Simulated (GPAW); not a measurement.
# zinc-blende (ZnSe)₁₋ₓ(BeSe)ₓ at x = 0.125: the Se K absorption edge, part 2 of 3

Aim: the Se K edge in zinc-blende (ZnSe)₁₋ₓ(BeSe)ₓ at x = 0.125, one member of a composition series.

GPAW 26.7.0; X-ray absorption from dipole matrix elements to empty bands, plane-wave PAW LDA.

So far. Step 3 (The field without a hole): The mesh shows a gap of 1.33 eV. The excited electron is kept all the same, so that all members of the series, with or without a gap, are treated alike.

## (5) Spectrum with XCH, Se atom 2

The holes are 7.9 Å apart. In GPAW the data set carries the hole's charge, so charge=0 means a charged cell and charge=-1 a neutral one. The excited electron is kept in the cell, where it fills the lowest empty states and screens the hole. After the field has converged, empty bands are computed with the density fixed and the dipole matrix elements are summed.

The absorber has 1 Be at 2.31 Å, 2 Zn at 2.46 Å and 1 Zn at 2.47 Å (distorted tetrahedral).

xas.py reads:

```python
import numpy as np
from ase import Atoms
from ase.parallel import parprint, paropen
from gpaw import GPAW, PW, FermiDirac, Mixer, MixerDif, setup_paths
from gpaw.test import gen
setup_paths.insert(0, '.')
gen('Se', name='fch1s', xcname='LDA', corehole=(1, 0, 1), write_xml=True)
from gpaw.mpi import world
world.barrier()

atoms = Atoms('BeSeZnSeZnSeZnSeZnSeZnSeZnSeZnSe',
    cell=[[0, 5.601875, 5.601875],
     [5.601875, 0, 5.601875],
     [5.601875, 5.601875, 0]],
    scaled_positions=[[0.9999893, 0.0008973, 0.9986077],
     [0.1188553, 0.1201596, 0.1179792],
     [0.0011526, 0.0026404, 0.4983719],
     [0.1201926, 0.1203673, 0.6416728],
     [0.0001742, 0.5014105, 0.9995717],
     [0.1204623, 0.643722, 0.117607],
     [0.0018818, 0.5012523, 0.4981025],
     [0.1255573, 0.6269917, 0.624187],
     [0.498865, 0.9999541, 0.9994117],
     [0.6429673, 0.1190175, 0.1179357],
     [0.5010249, 0.999517, 0.4983696],
     [0.6256018, 0.1247403, 0.6240841],
     [0.5010821, 0.4994252, 0.0001193],
     [0.6249063, 0.6247046, 0.1263605],
     [0.4999407, 0.4991858, 0.5014815],
     [0.6263522, 0.6243133, 0.6247876]],
    pbc=True)
atoms.calc = calc = GPAW(legacy_gpaw=True, mode=PW(400, force_complex_dtype=True), xc='LDA', setups={1: 'fch1s'},
    kpts={'size': (3, 3, 3), 'gamma': True}, occupations=FermiDirac(0.04),
    charge=-1, mixer=Mixer(0.1, 5, 50), maxiter=150,
    convergence={'density': 0.0001, 'eigenstates': 1e-6}, txt='scf.txt')
energy = atoms.get_potential_energy() + calc.get_reference_energy()
ef = calc.get_fermi_level()
out = dict(energy=energy, fermi=ef, forces=atoms.get_forces().tolist())
parprint(f'all-electron energy {energy:.4f} eV, Fermi level {ef:.4f} eV')
ev = np.array([[calc.get_eigenvalues(k, s) for k in range(len(calc.get_ibz_k_points()))] for s in range(calc.get_number_of_spins())])
out['homo'], out['lumo'], out['counts'] = ev[ev < ef].max(), ev[ev > ef].min(), sorted(set((ev < ef).sum((0, 2)).tolist()))
out['filled'] = (ev[:, 0] < ef).sum(1).tolist()

from ase.units import Ha
from gpaw.xas import dipole_matrix_elements
nb = int(calc.get_number_of_electrons() / 2) + 180
top, nb = nb, nb + 8 + nb // 12
nscf = calc.fixed_density(kpts={'size': (4, 4, 4), 'gamma': True}, nbands=nb,
    convergence={'bands': top, 'eigenstates': 5e-3}, maxiter=60, txt='nscf.txt')
cell = atoms.cell.array
ops = [cell.T @ U.T @ np.linalg.inv(cell.T) for U in nscf.wfs.kd.symmetry.op_scc]
filled = [67]  # bands filled in the ground state, by spin
E = np.arange(-6, 30, 0.1)
fwhm = np.interp(E, [4, 25], [2.33, 3.5])
Y, X, zero, highest = 0, 0, 1e9, 1e9
for spin in range(nscf.get_number_of_spins()):
    wfs = nscf.wfs
    mine = wfs.bd.get_slice()  # this rank's bands
    A = dipole_matrix_elements(wfs.setups[1])
    eps = np.zeros((wfs.kd.nibzkpts, nb))
    d = np.zeros((3, A.shape[1], wfs.kd.nibzkpts, nb), complex)
    for kpt in wfs.kpt_u:
        if kpt.s == spin and 1 in kpt.P_ani:
            eps[kpt.k, mine] = kpt.eps_n * Ha
            d[:, :, kpt.k, mine] = (kpt.weight * wfs.nspins / 2) ** 0.5 * np.inner(A, kpt.P_ani[1])
    world.sum(eps)
    world.sum(d)
    T = np.einsum('amkn,bmkn->abkn', d, d.conj()).real
    T = sum(np.einsum('ai,ijkn,bj->abkn', R, T, R) for R in ops) / len(ops)
    empty = np.ones_like(eps, bool) & (np.arange(nb) >= filled[spin])
    zero, highest = min(zero, eps[empty].min()), min(highest, eps[:, top - 1].min())
    lines = [(eps, T, empty)] if spin == 0 else lines + [(eps, T, empty)]
for eps, T, empty in lines:
    f = np.einsum('aakn->akn', T).reshape(3, -1)
    x = eps.ravel() - zero
    w = np.interp(x, E, fwhm) / 2.35482
    g = np.exp(-0.5 * ((E[:, None] - x) / w) ** 2) / (w * (2 * np.pi) ** 0.5)
    Y = Y + (f * empty.ravel()) @ g.T
    X = X + (f * ~empty.ravel()) @ g.T
out.update(E=E.round(2).tolist(), xas=Y.tolist(), xes=X.tolist(), zero=zero, valid=highest - zero, nk=len(eps), nb=nb)
for i in range(0, len(E), 10):
    parprint(f'{E[i]:7.2f}', *(f'{v:10.3e}' for v in Y[:, i]))
import json
with paropen('out.json', 'w') as f:
    json.dump(out, f)
```

Started as:

```
$ OMP_NUM_THREADS=1 mpirun -n 4 gpaw python xas.py
```

Numbers of over 12 decimals in the logs are rounded to 6 here.

What it wrote:

```text
Input parameters:
  charge: -1
  convergence: {density: 0.0001,
                eigenstates: 1e-06}
  kpts: {gamma: True,
         size: (3, 3, 3)}
  maxiter: 150
  mixer: {backend: pulay,
          beta: 0.1,
          method: separate,
          nmaxold: 5,
          weight: 50}
  mode: {ecut: 400.0,
         force_complex_dtype: True,
         name: pw}
  occupations: {fixmagmom: False,
                name: fermi-dirac,
                width: 0.04}
  setups: {1: fch1s}

Initialize ...

[... PAW data sets ...]

Reference energy: -857364.706945  # eV

Spin-paired calculation

[... convergence settings ...]
Symmetries present (total): 1
  [... symmetry matrices ...]

27 k-points: 3 x 3 x 3 Monkhorst-Pack grid
14 k-points in the irreducible part of the Brillouin zone
       k-points in crystal coordinates                weights
   0:     0.00000000    0.00000000    0.00000000          1/27
   1:     0.00000000    0.00000000    0.33333333          2/27
   2:     0.00000000    0.33333333   -0.33333333          2/27
   3:     0.00000000    0.33333333    0.00000000          2/27
   4:     0.00000000    0.33333333    0.33333333          2/27
   5:     0.33333333   -0.33333333   -0.33333333          2/27
   6:     0.33333333   -0.33333333    0.00000000          2/27
   7:     0.33333333   -0.33333333    0.33333333          2/27
   8:     0.33333333    0.00000000   -0.33333333          2/27
   9:     0.33333333    0.00000000    0.00000000          2/27
          ...
  13:     0.33333333    0.33333333    0.33333333          2/27

Wave functions: Plane wave expansion
  Cutoff energy: 400.000 eV
  Number of coefficients (min, max): 6374, 6405
  Pulay-stress correction: 0.000000 eV/Ang^3 (de/decut=0.000000)
  Using FFTW library
  Wavefunction extrapolation:
    Improved wavefunction reuse through dual PAW basis

Occupation numbers: Fermi-Dirac:
  width: 0.0400  # eV

Eigensolver
   Davidson(niter=2)

Densities:
  Coarse grid: 40*40*40 grid
  Fine grid: 80*80*80 grid
  Total Charge: 0.000000

Density mixing:
  Method: separate
  Backend: pulay
  Linear mixing parameter: 0.1
  old densities: 5
  Width of damping distribution: 1.1
  Damping of long wavelength oscillations: 50

[... Hamiltonian set-up ...]
Number of atoms: 16
Number of atomic orbitals: 99
Number of bands in calculation: 85
Number of valence electrons: 135
Bands to converge: occupied

... initialized

Initializing position-dependent things.

Density initialized from atomic densities
Creating initial wave functions:
  85 bands from LCAO basis set

                                    Zn
                        Be Zn
                         Se

                Se
                    Zn
                  Se
         Se Zn         Se
                           Zn
              Se
                   Zn
                Se

       Se   Zn

Atomic positions and initial magnetic moments

Positions:
   0 Be     5.599102   11.195891    5.606842    ( 0.0000,  0.0000,  0.0000)
   1 Se     1.334024    1.326717    1.338932    ( 0.0000,  0.0000,  0.0000)
   2 Zn     2.806608    2.798274    0.021248    ( 0.0000,  0.0000,  0.0000)
   3 Se     4.268853    4.267875    1.347586    ( 0.0000,  0.0000,  0.0000)
   4 Zn     8.408315    5.600452    2.809815    ( 0.0000,  0.0000,  0.0000)
   5 Se     4.264870    1.333634    4.280865    ( 0.0000,  0.0000,  0.0000)
   6 Zn     5.598261    2.800850    2.818494    ( 0.0000,  0.0000,  0.0000)
[...]
13 Se     4.207373    4.208503    7.000164    ( 0.0000,  0.0000,  0.0000)
  14 Zn     5.605613    5.609842    5.596982    ( 0.0000,  0.0000,  0.0000)
  15 Se     6.997307    7.008729    7.006072    ( 0.0000,  0.0000,  0.0000)

Unit cell:
           periodic     x           y           z      points  spacing
  1. axis:    yes    0.000000    5.601875    5.601875    40     0.1617
  2. axis:    yes    5.601875    0.000000    5.601875    40     0.1617
  3. axis:    yes    5.601875    5.601875    0.000000    40     0.1617

  Lengths:   7.922248   7.922248   7.922248
  Angles:   60.000000  60.000000  60.000000

Effective grid spacing dv^(1/3) = 0.1764

iter:   1   -73.063430
iter:   2   -72.329407   -0.31  -1.27
iter:   3   -70.432759   -1.16  -1.32
iter:   4   -70.421280   -1.79  -1.53
iter:   5   -70.334535   -2.18  -1.60
iter:   6   -70.316093   -2.80  -2.10
iter:   7   -70.298244c  -3.07  -2.27
iter:   8   -70.298142c  -4.12  -2.72
iter:   9   -70.297022c  -4.22  -2.86
iter:  10   -70.296641c  -4.69  -3.23
iter:  11   -70.296723c  -5.03  -3.46
iter:  12   -70.296620c  -5.92  -3.50
iter:  13   -70.296620c  -6.07c -3.77
iter:  14   -70.296618c  -6.75c -4.01c

Converged after 14 iterations.

Dipole moment: (-32.973148, -32.957521, -33.317953) |e|*Ang

Energy contributions relative to reference atoms: (reference = -857364.706945)

Kinetic:       +113.921643
Potential:     -102.017652
External:        +0.000000
XC:             -81.499786
Entropy (-ST):   -0.014345
Local:           -0.693650
SIC:             +0.000000
--------------------------
Free energy:    -70.303790
Extrapolated:   -70.296618

Showing only first 2 kpts
 Kpt  Band  Eigenvalues  Occupancy
  0    65      3.70496    2.00000
  0    66      3.74108    2.00000
  0    67      4.76620    2.00000
  0    68      5.83957    1.99997

  1    65      3.50812    2.00000
  1    66      3.51815    2.00000
  1    67      5.80663    1.99999
[...]
Fermi level: 6.28367

No gap
No difference between direct/indirect transitions

Forces in eV/Ang:
  0 Be   -0.56056   -0.54824   -0.55554
  1 Se   -0.26230   -0.28944   -0.26832
  2 Zn    0.59933    0.60064   -0.53386
  3 Se    0.11481    0.11267    0.03353
  4 Zn    0.59365   -0.51444    0.59130
  5 Se    0.12634    0.02674    0.10362
  6 Zn    0.00789   -0.02684   -0.03830
[...]
13 Se   -0.01999   -0.01611   -0.05654
 14 Zn    0.03105    0.03235    0.05426
 15 Se   -0.00788   -0.01485   -0.00188
Scalar-relativistic atomic LDA calculation for Se (Selenium, Z=34)
Core hole in 1s state (1s occupation: 1.0)
600 radial gridpoints.
|------------------------------------------------|
|------------------------------------------------|
[... the atom generator's iteration count ...]

Energy contributions:
-------------------------
Kinetic:    +1992.176532
XC:           -74.936171
Potential:  -3877.301897
-------------------------
Total:      -1960.061536

state      eigenvalue         ekin         rmax
-----------------------------------------------
1s^1.0 :  -473.814066   594.491378        0.029
2s^2.0 :   -62.777713   119.273514        0.162
2p^6.0 :   -56.419235   117.661311        0.128
3s^2.0 :    -8.945456    28.579454        0.490
3p^6.0 :    -6.765340    26.386029        0.482
3d^10.0:    -2.900021    21.587394        0.429
4s^2.0 :    -1.105925     4.504829        1.414
4p^4.0 :    -0.649487     3.202895        1.619
-----------------------------------------------
(units: Bohr and Hartree)

Generating PAW setup
Kinetic energy of the core from tauc = 1992.701230
Cutoffs:
rc(s)=1.600
rc(p)=1.900
rc(d)=1.600
rc(vbar)=1.440
rc(comp)=1.600
rc(nct)=1.900

Kinetic energy of the core states: 1970.355293
Charge: 1.0
Core electrons: 27.0
Valence electrons: 6.0
Pseudo-core charge: 0.688517
Shape function alpha=3.906
Pseudo-electron charge 7.123653
state    eigenvalue         norm
--------------------------------
4s(2) :    -1.105925     1.147115
*s    :    -0.105925
4p(4) :    -0.649487     1.035227
*p    :     0.350513
*d    :     0.000000
--------------------------------

Diagonalizing with gridspacing h=0.050

state   all-electron     PAW
-------------------------------
4s:      -1.105925    -1.106630
4p:      -0.649487    -0.650084
*d:                   -0.134651
*f:                   -0.017877
-------------------------------
all-electron energy -857435.0036 eV, Fermi level 6.2837 eV
[...]
27.00  8.807e-08  8.808e-08  8.800e-08
  28.00  8.462e-08  8.465e-08  8.456e-08
  29.00  7.599e-08  7.606e-08  7.599e-08
```

Elapsed: 4.2 min, on 4 MPI ranks of AMD EPYC 7B13 (Zen 3), shared host; peak memory 0.81 GiB.

The Se K spectrum, Se atom 2, excited-electron core hole (neutral cell) (energy from the bottom of the conduction band, which holds the excited electron; intensity scaled to a mean of 1 over the first 20 eV):

```
E (eV)  intensity
  -2.0       0.00
  -1.4       0.01
  -0.8       0.03
  -0.2       0.10
   0.4       0.27
   1.0       0.54
   1.6       0.87
   2.2       1.15
   2.8       1.31
   3.4       1.41
   4.0       1.49
   4.6       1.52
   5.2       1.50
   5.8       1.48
   6.4       1.49
   7.0       1.48
   7.6       1.40
   8.2       1.28
   8.8       1.14
   9.4       0.99
  10.0       0.82
  10.6       0.69
  11.2       0.64
  11.8       0.66
  12.4       0.72
  13.0       0.78
  13.6       0.83
  14.2       0.86
  14.8       0.88
  15.4       0.88
  16.0       0.87
  16.6       0.87
  17.2       0.86
  17.8       0.86
  18.4       0.85
  19.0       0.82
  19.6       0.80
  20.2       0.79
  20.8       0.80
  21.4       0.83
  22.0       0.86
  22.6       0.88
  23.2       0.87
  23.8       0.86
  24.4       0.85
  25.0       0.86
  25.6       0.88
  26.2       0.91
  26.8       0.94
  27.4       0.94
  28.0       0.90
  28.6       0.85
```

Main maxima below 28 eV (height): 4.6 eV (1.52), 15.2 eV (0.88), 22.8 eV (0.88) and 27.0 eV (0.94). A K edge sees empty p states on the absorber.

The energy difference (zero at 12672 eV) isn't read as a photon energy: for so heavy an absorber the terms left out (the hole's spin, the functional's error) amount to tens of eV or more.

## (6) Reference energy of the cell

The absorbing element, whose data set is made anew, changes for the next run, so it gets a reference energy of its own.

scf.py reads:

```python
import numpy as np
from ase import Atoms
from ase.parallel import parprint, paropen
from gpaw import GPAW, PW, FermiDirac, Mixer, MixerDif, setup_paths
from gpaw.test import gen
setup_paths.insert(0, '.')
gen('Zn', name='nch1s', xcname='LDA', corehole=(1, 0, 0), write_xml=True)
from gpaw.mpi import world
world.barrier()

atoms = Atoms('BeSeZnSeZnSeZnSeZnSeZnSeZnSeZnSe',
    cell=[[0, 5.601875, 5.601875],
     [5.601875, 0, 5.601875],
     [5.601875, 5.601875, 0]],
    scaled_positions=[[0.9999893, 0.0008973, 0.9986077],
     [0.1188553, 0.1201596, 0.1179792],
     [0.0011526, 0.0026404, 0.4983719],
     [0.1201926, 0.1203673, 0.6416728],
     [0.0001742, 0.5014105, 0.9995717],
     [0.1204623, 0.643722, 0.117607],
     [0.0018818, 0.5012523, 0.4981025],
     [0.1255573, 0.6269917, 0.624187],
     [0.498865, 0.9999541, 0.9994117],
     [0.6429673, 0.1190175, 0.1179357],
     [0.5010249, 0.999517, 0.4983696],
     [0.6256018, 0.1247403, 0.6240841],
     [0.5010821, 0.4994252, 0.0001193],
     [0.6249063, 0.6247046, 0.1263605],
     [0.4999407, 0.4991858, 0.5014815],
     [0.6263522, 0.6243133, 0.6247876]],
    pbc=True)
atoms.calc = calc = GPAW(legacy_gpaw=True, mode=PW(400, force_complex_dtype=True), xc='LDA', setups={2: 'nch1s'},
    kpts={'size': (3, 3, 3), 'gamma': True}, occupations=FermiDirac(0.02),
    charge=0, mixer=Mixer(0.1, 5, 50), maxiter=150,
    convergence={'density': 0.0001, 'eigenstates': 1e-6}, txt='scf.txt')
energy = atoms.get_potential_energy() + calc.get_reference_energy()
ef = calc.get_fermi_level()
out = dict(energy=energy, fermi=ef, forces=atoms.get_forces().tolist())
parprint(f'all-electron energy {energy:.4f} eV, Fermi level {ef:.4f} eV')
ev = np.array([[calc.get_eigenvalues(k, s) for k in range(len(calc.get_ibz_k_points()))] for s in range(calc.get_number_of_spins())])
out['homo'], out['lumo'], out['counts'] = ev[ev < ef].max(), ev[ev > ef].min(), sorted(set((ev < ef).sum((0, 2)).tolist()))
out['filled'] = (ev[:, 0] < ef).sum(1).tolist()
import json
with paropen('out.json', 'w') as f:
    json.dump(out, f)
```

Started as:

```
$ OMP_NUM_THREADS=1 mpirun -n 4 gpaw python scf.py
```

What it wrote:

```text
Input parameters:
  convergence: {density: 0.0001,
                eigenstates: 1e-06}
  kpts: {gamma: True,
         size: (3, 3, 3)}
  maxiter: 150
  mixer: {backend: pulay,
          beta: 0.1,
          method: separate,
          nmaxold: 5,
          weight: 50}
  mode: {ecut: 400.0,
         force_complex_dtype: True,
         name: pw}
  occupations: {fixmagmom: False,
                name: fermi-dirac,
[...]
*s    :     0.771506
4p(0) :    -0.045217     1.008310
*p    :     0.954783
3d(10):    -0.383140     0.154691
*d    :     0.616860
--------------------------------

Diagonalizing with gridspacing h=0.050

state   all-electron     PAW
-------------------------------
4s:      -0.228494    -0.228671
4p:      -0.045217    -0.045275
3d:      -0.383140    -0.383726
*f:                    0.072913
-------------------------------
all-electron energy -870107.3908 eV, Fermi level 4.1987 eV
[key lines of the parts left out:]
Converged after 16 iterations.
Dipole moment: (-32.198258, -32.176490, -32.548167) |e|*Ang
Free energy:    -61.501270
Fermi level: 4.19867
```

Elapsed: 54 s, on 4 MPI ranks; peak memory 0.36 GiB.

Reference energy: -870107.391 eV with the cores included.

(Part 2 of 3 ends here.)

[Banner, clock and machine lines of the logs are left out without a mark of their own.]

[Logs are printed without paths, hosts, clocks, repeated set-up lines and the standing remarks that a program may print on its own settings, such as how far it seeks lower states.]

[Hosts, paths, dates, database ids (printed as entryN), source tags and the programs' standing remarks are cut or masked in the printed files.]

[Lists of maxima count a maximum above −3 eV only where it reaches 4 % of the highest in the window and stands out from its surroundings by 2 % of it (1.5 % where it reaches 55 %); shoulders and weaker maxima are passed over, and of the rest the first, up to two pre-edge ones and the few strongest are named.]
